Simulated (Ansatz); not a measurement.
# HfN (WC type): equation of state

An exercise on one series of results from a longer session: the logs are not shown, and one member is left open.

Program: Ansatz 0.2.0. Level of theory: DFT r²SCAN, scalar-relativistic, plane waves, PAW. These are calculated values, not measurements.

1 further run of the same task is left out (it didn't finish). Runs told in other sessions of the task aren't counted.

**Starting point**

Symmetry: P-6m2, No. 187, hexagonal system. The conventional cell has a = 3.085 Å, b = 3.085 Å, c = 2.891 Å, α = 90.00°, β = 90.00°, γ = 120.00°. Around Hf (site symmetry -6m2) lie 6 N at 2.29 Å. N (site symmetry -6m2) has 6 Hf at 2.29 Å in its first shell of neighbours.

Structure file:

```xyz
2
Lattice="3.0854 0.0000 0.0000 -1.5427 2.6721 0.0000 0.0000 0.0000 2.8909" Properties=species:S:1:pos:R:3 pbc="T T T"
Hf    0.0000    0.0000    0.0000
N     1.5427    0.8907    1.4454
```

An earlier run at r²SCAN left this cell at 11.917 Å³/atom and 0.01 GPa (12×12×12 mesh).

Volume factors to run: 0.980, 1.020, 0.960, 1.040, 1.070.

Set-up of the first run:

The input, input.yaml:

```yaml
crystal:
  lattice:
    - [3.0647252177, 0.0, 0.0]
    - [-1.5323626089, 2.6541298942, 0.0]
    - [0.0, 0.0, 2.8714625745]
  atoms:
    - { symbol: Hf, position: [0.0, 0.0, 0.0] }
    - { symbol: "N", position: [0.6666666667, 0.3333333333, 0.5] }
basis:
  ecutwfc: 500
  ecutrho_ratio: 4
kpoints:
  mp_grid: { grid: [12, 12, 12] }
hamiltonian:
  xc: r2scan
scf:
  occupations: { method: gaussian, width: 0.05 }
output:
  forces: true
  stress: true
  eigenvalues: true
relax:
  f_tol: 0.01
  max_steps: 40
  cell: { stress_tol: 0.1, fix: [volume] }
```

Launch:

```bash
> ansatz run input.yaml --threads 2 --pin off --max-ram 2662MiB --backend cpu --events-out ev --progress --plain --runs-dir out
```

Among the steps run: At 0.980 of the relaxed volume; Volume × 1.020; At 0.960 of the relaxed volume; Volume × 1.040; Volume × 1.070.

One of the session's tables, all rows but one given; the rest of the session is left out.

It belongs to the step «Energy and pressure against volume». 

```
volume (Å³/atom)  energy (meV/atom)  pressure (GPa)
          11.440              15.85           11.07
          11.678               3.82            5.26
          11.917               0.00            0.01
          12.155               3.59           -4.75
          12.394                  ?               ?
          12.751              40.60          -14.74
```

Estimate the missing values for volume (Å³/atom) = 12.394.

Worked estimate for «energy (meV/atom)». A straight line through the neighbours (12.155, 3.59) and (12.751, 40.60) gives 3.59 + (40.60 − 3.59) × (12.394 − 12.155) / (12.751 − 12.155) = 18.43; a parabola fitted to 3 rows on both sides gives 13.62.

As computed: energy (meV/atom): 13.91; pressure (GPa): -9.05. In «energy (meV/atom)» the line misses by +4.52 and the parabola by -0.29.
